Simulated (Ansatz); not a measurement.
A trace of molecular dynamics of a periodic cell of 18 atoms, C (surface graphene monolayer).

Theory: DFT PBE, scalar-relativistic, plane waves, PAW (Ansatz 0.2.0). Settings: accuracy low, cutoff 420 eV, k mesh 2x2x1, fermi-dirac smearing 0.02 eV, no spin polarisation.

```yaml
ensemble: NVE (velocity Verlet)
starting_velocities_drawn_for: 450 K
seed: 248352
```

```tsv
time (fs)	T (K)	potential energy less start (eV)	conserved less start (meV/atom)
0.0	450	0.000	0.00
12.0	299	0.866	29.68
24.0	278	1.664	71.45
36.0	398	1.952	102.09
48.0	482	0.973	57.90
60.0	507	1.007	62.95
72.0	352	2.848	146.20
84.0	570	4.553	267.65
96.0	2187	8.288	672.50
108.0	60364	63.393	10836.06
120.0	15265674	129.562	1870759.39
132.0	15472798	123.744	1895721.75
144.0	22476138	96.594	2749173.30
156.0	22345687	108.091	2733886.74
168.0	22350884	91.372	2733592.29
180.0	22401793	86.607	2739542.58
192.0	23854236	257.938	2926373.55
204.0	29447798	135.410	3602422.21
216.0	53710849	529.369	6586315.13
228.0	117797610	87.224	14385392.00
240.0	122560568	116.557	14968478.27
252.0	118840168	89.558	14512796.01
264.0	118072978	92.931	14419325.78
276.0	141261971	129.091	17252221.19
288.0	143577463	87.816	17532600.76
300.0	145106263	100.069	17719915.71
312.0	148319078	208.110	18118134.85
324.0	154078443	85.783	18814435.76
336.0	152051980	169.633	18571705.70
348.0	150839049	148.561	18422461.87
360.0	153857607	109.123	18788772.98
```

Q: Can this run be trusted? Judge the integration.

A: The conserved energy changed by up to 2.3e+07 meV per atom, so the integration failed: the time step of 6 fs is too long for the fastest motions that this run met, and the later frames carry no physical meaning.

Time of the run: 20 min on 1 thread of Intel(R) Xeon(R) Platinum 8488C (Sapphire Rapids), with other jobs on the host, peak memory 0.72 GiB.
